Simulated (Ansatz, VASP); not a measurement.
**TaSi2 in VASP and in Ansatz**

```
CELL_PARAMETERS angstrom
4.78390 0.00000 0.00000
-2.39195 4.14298 0.00000
0.00000 0.00000 6.57000
ATOMIC_POSITIONS crystal
Ta 0.00000 0.50000 0.33333
Ta 0.50000 0.50000 0.66667
Ta 0.50000 0.00000 0.00000
Si 0.31794 0.15897 0.33333
Si 0.15897 0.84103 0.66667
Si 0.84103 0.68206 0.00000
Si 0.68206 0.84103 0.33333
Si 0.84103 0.15897 0.66667
Si 0.15897 0.31794 0.00000
```

Alike in both runs: functional PBEsol; k mesh 7 × 7 × 4; occupations fermi-dirac, width 0.05 eV; no spin polarisation.

|  | VASP | Ansatz |
| --- | --- | --- |
| version | VASP 6.6.1 | Ansatz 0.2.0 |
| potentials or method | VASP PAW PBE potentials, release 64 (Ta_pv, Si) | Ansatz PAW |
| plane-wave cutoff (eV) | 520 | 420 |
| valence electrons in the cell | 57 | 63 |
| task | single point | band structure |

Ansatz gave:

| Item | Value |
| --- | --- |
| gap on the k mesh at the Fermi level (eV) | none |
| pressure (GPa) | -2.2 |
| largest component of the traceless stress (GPa) | 0.77 |
| rms of the force components (eV/Å) | 0.028 |

Question: Estimate VASP's values.

Answer: gap on the k mesh at the Fermi level (eV): none; pressure (GPa): -1.9; largest component of the traceless stress (GPa): 0.83; rms of the force components (eV/Å): 0.027.

Atom by atom the forces differ by 0.001 eV/Å (rms over components). A gap of «none» marks a metal or a gap that the smearing closes. The functional is the same, so the differences come from potentials, cutoffs and numerics. The two sets of potentials don't hold the same shells in valence.

Caveats: the PAW data sets were made with another functional, which shifts forces and pressure a little (VASP); spin-orbit coupling is left out, which moves the levels of the heavy elements (Ansatz); the PAW data sets come from PBE, with cores solved anew for the run's functional, which leaves a small shift of forces and pressure (Ansatz). Spin-orbit coupling is left out, which matters for the levels of Ta.
